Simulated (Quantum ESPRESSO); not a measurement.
Crystal: PtSe2 (Sudovikovite).

```xyz
3
Lattice="3.7240 0.0000 0.0000 -1.8620 3.2251 0.0000 0.0000 0.0000 5.0620" Properties=species:S:1:pos:R:3 pbc="T T T"
Pt    0.0000    0.0000    0.0000
Se    1.8620    1.0750    3.7965
Se    0.0000    2.1501    1.2655
```

Base run:

- Program: Quantum ESPRESSO 7.5
- Functional: PBE
- Potentials or basis: SG15 PBE 1.2
- Cutoff: 952 eV
- Density cutoff: 3810 eV
- k mesh: 6 × 6 × 4
- Occupations: fermi-dirac, width 0.05 eV
- Spin: no spin polarisation

Its results: band gap on the k mesh none (metal or under the smearing width); pressure 7.4 GPa; largest force 0.595 eV/Å.

The run is repeated on the same cell with these changes: functional from PBE to r2SCAN. What comes out?

Band gap on the k mesh none (metal or under the smearing width); pressure 5.3 GPa; largest force 0.390 eV/Å.

Caveats: the potentials were made for another functional, which shifts forces and pressure (some runs).

Not every run made on this cell is shown here.
